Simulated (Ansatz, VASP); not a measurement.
Ge in VASP and in Ansatz

The input INCAR:

```
PREC = Accurate ; ENCUT = 520
EDIFF = 1E-7 ; ISMEAR = -1
SIGMA = 0.05 ; LREAL = False
LASPH = True ; NELM = 60
ALGO = Normal ; ISIF = 2
LWAVE = False ; LCHARG = True
GGA = RP ; LELF = True
LVHAR = True ; NBANDS = 21
```

The input KPOINTS:

```
Automatic mesh
0
Gamma
  9 9 9
```

The input POSCAR:

```
Ge
1.0
    0.0000000000      3.0253630708      3.0253630708
    3.0253630708      0.0000000000      3.0253630708
    3.0253630708      3.0253630708      0.0000000000
Ge
2
Direct
    0.5000000000      0.5000000000      0.5000000000
    0.7500000000      0.7500000000      0.7500000000
```

Input for Ansatz:

```yaml
crystal:
  lattice:
    - [0.0, 3.0253630708, 3.0253630708]
    - [3.0253630708, 0.0, 3.0253630708]
    - [3.0253630708, 3.0253630708, 0.0]
  atoms:
    - { symbol: Ge, position: [0.5, 0.5, 0.5] }
    - { symbol: Ge, position: [0.75, 0.75, 0.75] }
hamiltonian:
  xc: rpbe
  pseudopotentials:
    kind: paw
    azcp:
      Ge: "pseudopotentials/Ge.paw.azcp"
basis:
  ecutwfc: 420
  fft_grid_basis: typed
kpoints:
  mp_grid: { grid: [9, 9, 9], shift: [0, 0, 0] }
magnetization:
  spin_polarized: false
scf:
  occupations: { method: fermi_dirac, width: 0.05 }
output:
  stress: true
```

Alike in both runs: task single point; functional RPBE; k mesh 9 × 9 × 9; occupations fermi-dirac, width 0.05 eV; no spin polarisation.

|  | VASP | Ansatz |
| --- | --- | --- |
| version | VASP 6.6.1 | Ansatz 0.2.0 |
| potentials or method | VASP PAW PBE potentials, release 64 (Ge_d) | plane waves (420 eV) with PAW, scalar-relativistic |
| plane-wave cutoff (eV) | 520 | 420 |
| valence electrons in the cell | 28 | 28 |

```csv
,VASP,Ansatz,Ansatz less VASP
pressure (GPa),-4.8,-4.7,+0.07
```

Caveats: the PAW data sets were made with another functional, which shifts forces and pressure a little (VASP).
